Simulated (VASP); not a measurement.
A run of VASP 6.6.1 is set up as follows.

File INCAR:

```
PREC     = Accurate       # precision mode
ENCUT    = 520            # plane-wave cutoff, eV
EDIFF    = 1E-8           # SCF threshold, eV
ISMEAR   = -1             # smearing method
SIGMA    = 0.05           # smearing width, eV
LREAL    = False          # projectors in reciprocal space
LASPH    = True           # aspherical terms in the spheres
NELM     = 60             # most SCF steps
ALGO     = Normal         # electronic algorithm
ISIF     = 2              # what is computed and relaxed
LWAVE    = False          # write WAVECAR
LCHARG   = False          # write CHGCAR
GGA      = CA             # functional
LEPSILON = True           # dielectric tensor by DFPT
IBRION   = 8              # ionic algorithm
```

The input KPOINTS:

```
Automatic mesh
0
Gamma
  8 8 8
```

POSCAR

```
PbS
1.0
    0.0000000000      2.9657500000      2.9657500000
    2.9657500000      0.0000000000      2.9657500000
    2.9657500000      2.9657500000      0.0000000000
Pb S
1 1
Direct
    0.0000000000      0.0000000000      0.0000000000
    0.5000000000      0.5000000000      0.5000000000
```

Potentials or basis: VASP PAW LDA potentials, release 64 (Pb_d, S).

Launch:

```sh
$ cat potpaw_LDA.64/Pb_d/POTCAR potpaw_LDA.64/S/POTCAR > POTCAR
$ mpirun -np 1 vasp_std > vasp.out
```

Question: What does it give for the electronic dielectric tensor (diagonal)?

Answer: 45.88.

Question: Estimate the Born charges (mean of the diagonal).

Answer: Pb +3.19; S -3.19 e.

Question: What does it give for the highest phonon frequency at Γ, LO-TO splitting left out?

Answer: 26 cm⁻¹.

Electronic dielectric tensor:
```
45.88  0.00  0.00
 0.00 45.88  0.00
 0.00  0.00 45.88
```

**The experiment to reproduce.**

A printed reference work, monograph reports, for a bulk crystal of PbS at 300 K: high-frequency dielectric constant 17.2.

Measured high-frequency dielectric constant of PbS: 17.2 (300 K; a printed reference work, monograph). This calculation gives 45.88 (+166.8 %). So large a miss can be the level of theory's own, or it may mean another phase, state or a wrong row.
